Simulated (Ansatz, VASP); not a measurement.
## ZnS: VASP beside Ansatz

```
CELL_PARAMETERS angstrom
0.00000 2.78579 2.62351
2.78579 0.00000 2.62351
2.78579 2.78579 0.00000
ATOMIC_POSITIONS crystal
Zn 0.00000 0.00000 0.00000
S 0.75000 0.75000 0.75000
```

Change from the starting cell: strain +0.030 along x and y, -0.030 along z, atoms carried along.

Alike in both runs: task single point; functional PBE; k mesh 10 × 10 × 10; occupations gaussian, width 0.05 eV; no spin polarisation.

```csv
,VASP,Ansatz
version,VASP 6.6.1,Ansatz 0.2.0
potentials or method,"VASP PAW PBE potentials, release 64 (Zn, S)","scalar-relativistic, plane waves, PAW"
plane-wave cutoff (eV),520,420
valence electrons in the cell,18,18
```

Ansatz gave:

| Quantity | Value |
| --- | --- |
| gap on the k mesh at the Fermi level (eV) | 1.84 |
| least direct gap on the mesh (eV) | 1.84 |
| pressure (GPa) | -0.7 |
| largest component of the traceless stress (GPa) | 1.49 |

**Question.** Estimate VASP's values.

**Answer.** gap on the k mesh at the Fermi level (eV): 1.85; least direct gap on the mesh (eV): 1.85; pressure (GPa): -0.6; largest component of the traceless stress (GPa): 1.48.
